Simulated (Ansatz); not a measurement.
# Ti started on a Si site next to Ti started on a Si site in diamond Si, 64 atoms, charge 0

All numbers come from Ansatz (PAW, plane waves, no spin–orbit coupling) at the single k point (¼, ¼, ¼) without its symmetry partners. The atoms were relaxed with PBEsol in a fixed cell; other functionals are single points on those atoms unless said otherwise. The valence top and gap of the host come from its small cell on a dense mesh, with the band extrema sought between the mesh points, lined up by the mean potential, PBEsol gap 0.46 eV, HSE06 gap 1.13 eV.

Relaxed structure:

```xyz
64
Lattice="10.8656 0.0000 0.0000 0.0000 10.8656 0.0000 0.0000 0.0000 10.8656" Properties=species:S:1:pos:R:3 pbc="T T T"
Si   10.8400   10.8458    0.0367
Si   10.8016   10.8079    5.4656
Si    0.0140    5.4389    0.0068
Si   10.8460    5.3969    5.4717
Si    5.4331    0.0190    0.0059
Si    5.3908   10.8519    5.4716
Si    5.4149    5.4208    0.0016
Si    1.3421    1.3477    1.3812
Si    1.3126    1.3185    6.8238
Si    1.3712    6.7670    1.4372
Si    1.3646    6.7713    6.8024
Si    6.7611    1.3763    1.4360
Si    6.7650    1.3704    6.8022
Si    6.7770    6.7826    1.3509
Si    2.7195    2.7257    0.0613
Si    2.6817    2.6877    5.4584
Si    2.6874    8.0997   10.8531
Si    2.7408    8.1404    5.4646
Si    8.0939    2.6931   10.8526
Si    8.1337    2.7472    5.4647
Si    8.1368    8.1434   10.8631
Si    7.9300    7.9361    5.7377
Si    4.0839    4.0897    1.4273
Si    4.1177    4.1244    6.6489
Si    3.9788    9.5551    1.3048
Si    4.0548    9.5023    6.8615
Si    9.5498    3.9841    1.3046
Si    9.4960    4.0611    6.8615
Si    9.4831    9.4890    1.3903
Si    9.4218    9.4278    6.8350
Si    2.6841    0.0067    2.7675
Si    2.6902   10.8630    8.1916
Si    2.7958    5.4740    2.8428
Si    2.7497    5.3959    8.1246
Si    8.1318   10.8446    2.7623
Si    8.0995   10.8524    8.1743
Si    8.2423    5.3269    2.7004
Si    8.0571    5.5313    7.9927
Si    4.0713    1.3633    4.0989
Si    4.0527    1.3860    9.5222
Si    4.2525    6.7087    4.3175
Si    4.1131    6.7998    9.4622
Si    9.4792    1.3494    4.1186
Si    9.4851    1.3278    9.5308
Si    9.4866    6.7841    4.1579
Si    9.4526    6.7400    9.4917
Si    0.0011    2.6897    2.7676
Si   10.8565    2.6959    8.1914
Si   10.8384    8.1376    2.7624
Si   10.8469    8.1060    8.1746
Si    5.4682    2.8007    2.8417
Si    5.3902    2.7562    8.1241
Si    5.3213    8.2480    2.7013
Si    5.5242    8.0610    7.9907
Si    1.3574    4.0772    4.0990
Si    1.3795    4.0584    9.5221
Si    1.3431    9.4856    4.1184
Si    1.3224    9.4912    9.5311
Si    6.7028    4.2582    4.3150
Si    6.7941    4.1195    9.4621
Si    6.7786    9.4930    4.1580
Si    6.7331    9.4572    9.4900
Ti    6.7659    6.7714    4.0149
Ti    5.9776    5.9797    6.4489
```

Chemical potentials μ are those of reference phases of the elements at zero temperature by the same functional (the usual solids, diamond for C, grey Sn, and the molecules H2, N2, O2, F2, Cl2, Br2 and S8).

| functional | E(defect) − E(host) − Σ nμ + q·E_VBM (eV) | monopole (eV) | alignment (eV) | formation energy at E_F = VBM (eV) | moment (μB) | wall time, shared host |
| --- | --- | --- | --- | --- | --- | --- |
| PBEsol | 2.31 | 0.00 | 0.00 | 2.31 | 0 (no spin) | 32 s on NVIDIA H100 (relaxation) |
| HSE06 | 2.99 | 0.00 | 0.00 | 2.99 | 0 (no spin) | 36 s on NVIDIA H100 |

HSE06 one-electron levels near the gap (the ten most localised at most), from the host's valence top:

```csv
level (eV),spin,filling,atoms sharing it,element of the atom with most weight
0.31,both,2.00,8.8,Ti
0.94,both,0.00,10.4,Ti
0.97,both,0.00,21.0,spread
1.18,both,0.00,18.6,Ti
1.42,both,0.00,34.6,spread
```

The runs had no spin polarisation though PBEsol leaves holes or close levels at the Fermi level; a state of higher spin may be lower.

One k point and a cell of this size can leave errors of several tenths of an eV in such numbers.
